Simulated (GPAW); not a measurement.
SiC (Moissanite):

```
Si C
1.0
     3.07600    0.00000    0.00000
    -1.53800    2.66389    0.00000
     0.00000    0.00000    5.04800
Si C
2 2
Direct
  0.66667 0.33333 0.50000
  0.33333 0.66667 0.00000
  0.66667 0.33333 0.88500
  0.33333 0.66667 0.38500
```

```yaml
Program: GPAW 26.7.0
Task: relaxation of cell and atoms
Functional: PBEsol
Potentials_or_basis: PAW data sets generated in the run's folder for this functional
Cutoff: 800 eV
Basis: pw
k_mesh: 7 × 7 × 4
Occupations: fermi-dirac, width 0.05 eV
Spin: no spin polarisation
```

At the start: pressure 1.5 GPa; volume 10.34 Å³/atom.

Problem. Where does the relaxation end?

Solution. Over 7 steps the energy falls by 9.4 meV/atom and the volume is 10.40 Å³/atom (+0.5 %); space group P6_3mc (No. 186, to 0.05 Å).

Step by step:
| step | energy change (eV) | largest force (eV/Å) | pressure (GPa) | volume (Å³) |
| --- | --- | --- | --- | --- |
| 1 | 0.0000 | 0.7587 | 1.47 | 41.36 |
| 2 | -0.0267 | 0.4134 | 1.03 | 41.41 |
| 3 | -0.0370 | 0.0455 | 0.59 | 41.47 |
| 4 | -0.0372 | 0.0019 | 0.52 | 41.48 |
| 5 | -0.0373 | 0.0140 | 0.39 | 41.51 |
| 6 | -0.0376 | 0.0172 | 0.04 | 41.57 |
| 7 | -0.0377 | 0.0067 | -0.06 | 41.59 |

Final structure:
```cif
data_structure
_symmetry_space_group_name_H-M 'P 1'
_symmetry_Int_Tables_number 1
_cell_length_a 3.0820
_cell_length_b 3.0820
_cell_length_c 5.0560
_cell_angle_alpha 90.000
_cell_angle_beta 90.000
_cell_angle_gamma 120.000
_cell_volume 41.59
loop_
_atom_site_label
_atom_site_type_symbol
_atom_site_fract_x
_atom_site_fract_y
_atom_site_fract_z
_atom_site_occupancy
Si1 Si 0.66667 0.33333 0.50454 1
Si2 Si 0.33333 0.66667 0.00454 1
C1 C 0.66667 0.33333 0.88046 1
C2 C 0.33333 0.66667 0.38046 1
```

Caveat: later steps reuse the first step's grids.
